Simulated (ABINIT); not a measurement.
AgCl (Chlorargyrite):

```
CELL_PARAMETERS angstrom
0.00000 2.73500 2.73500
2.73500 0.00000 2.73500
2.73500 2.73500 0.00000
ATOMIC_POSITIONS crystal
Ag 0.00000 0.00000 0.00000
Cl 0.50000 0.50000 0.50000
```

Base run:

```yaml
Program: ABINIT 10.8.3 (patched build)
Functional: PBE0
Potentials_or_basis: SPMS NC PBE v1.0
Cutoff: 599 eV
k_mesh: 6 × 6 × 6
Occupations: fermi-dirac, width 0.05 eV
Spin: no spin polarisation
```

Its results: band gap on the k mesh 1.33 eV, indirect (least direct gap 3.82 eV).

The run is repeated on the same cell with these changes: share of exact exchange from 0.05 to 0.25. What comes out?

Band gap on the k mesh 3.06 eV, indirect (least direct gap 5.55 eV).

Caveats: exact exchange is summed on a coarse mesh, which widens gaps by tenths of an eV.

A k mesh can miss the band edges.
